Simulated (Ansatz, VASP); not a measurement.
# CdTe: programs and potentials compared

The starting cell:

```
Te Cd
1.0
     0.00000    3.20500    3.20500
     3.20500    0.00000    3.20500
     3.20500    3.20500    0.00000
Te Cd
1 1
Direct
  0.75000 0.75000 0.75000
  0.00000 0.00000 0.00000
```

Alike in all runs: task relaxation of cell and atoms; functional PBEsol; k mesh 7 × 7 × 7; occupations fermi-dirac, width 0.05 eV; no spin polarisation; no spin-orbit coupling.

```json
{"program and potentials": "Ansatz, Ansatz PAW", "plane-wave cutoff (eV)": "420", "notes": "potentials made for PBE, which Ansatz adapts in part; 18 valence electrons an atom on average", "equilibrium volume (Å³/atom)": "34.16"}
{"program and potentials": "Ansatz, all-electron LAPW, scalar-relativistic", "plane-wave cutoff (eV)": "-", "notes": "-", "equilibrium volume (Å³/atom)": "34.17"}
{"program and potentials": "VASP, PBE PAW files Cd, Te, 600 eV", "plane-wave cutoff (eV)": "600", "notes": "potentials made for PBE; 9 valence electrons an atom on average", "equilibrium volume (Å³/atom)": "34.26"}
```

The equilibrium volume spans 34.16 (Ansatz, Ansatz PAW) to 34.26 Å³/atom (VASP, PBE PAW files Cd, Te, 600 eV), with all-electron results at 34.17. Relaxations stop with a little pressure left, so the last digit of a volume isn't settled.

The functional is the same throughout but for its coding, so the spread measures potentials, basis and numerics; runs on potential files found faulty are left out.
